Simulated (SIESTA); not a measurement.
The system is TePb.

```
Pb Te
1.0
     0.00000    3.23100    3.23100
     3.23100    0.00000    3.23100
     3.23100    3.23100    0.00000
Pb Te
1 1
Direct
  0.00000 0.00000 0.00000
  0.50000 0.50000 0.50000
```

* Program: SIESTA 5.4.2
* Task: relaxation of cell and atoms
* Functional: PBE
* Potentials or basis: PseudoDojo 0.4 standard (PBE files)
* Basis: DZP (energy shift 0.003 Ry; two zetas on semicore shells)
* Grid cutoff: 750 Ry
* Energy shift: 0.003 Ry
* k mesh: 5 × 5 × 5
* Occupations: fermi-dirac, width 0.05 eV
* Spin: no spin polarisation

At the start: pressure 2.5 GPa; volume 33.73 Å³/atom.

Question: Where does the relaxation end?

Answer: Over 4 steps the energy falls by 15.0 meV/atom and the volume is 35.73 Å³/atom (+5.9 %); space group Fm-3m (No. 225, to 0.05 Å).

The path:
```csv
step,energy change (eV),largest force (eV/Å),pressure (GPa),volume (Å³)
1,0.0000,0.0000,2.54,67.46
2,-0.0028,0.0000,2.40,67.64
3,-0.0297,0.0000,0.25,70.96
4,-0.0301,0.0000,-0.01,71.46
```

Final structure:
```xyz
2
Lattice="0.0002 3.2937 3.2937 3.2937 0.0002 3.2937 3.2937 3.2937 0.0002" Properties=species:S:1:pos:R:3 pbc="T T T"
Pb    0.0000    0.0000    0.0000
Te    3.2938    3.2938    3.2938
```

Caveat: the basis of atomic orbitals isn't converged, which shifts pressures, moduli and gaps.
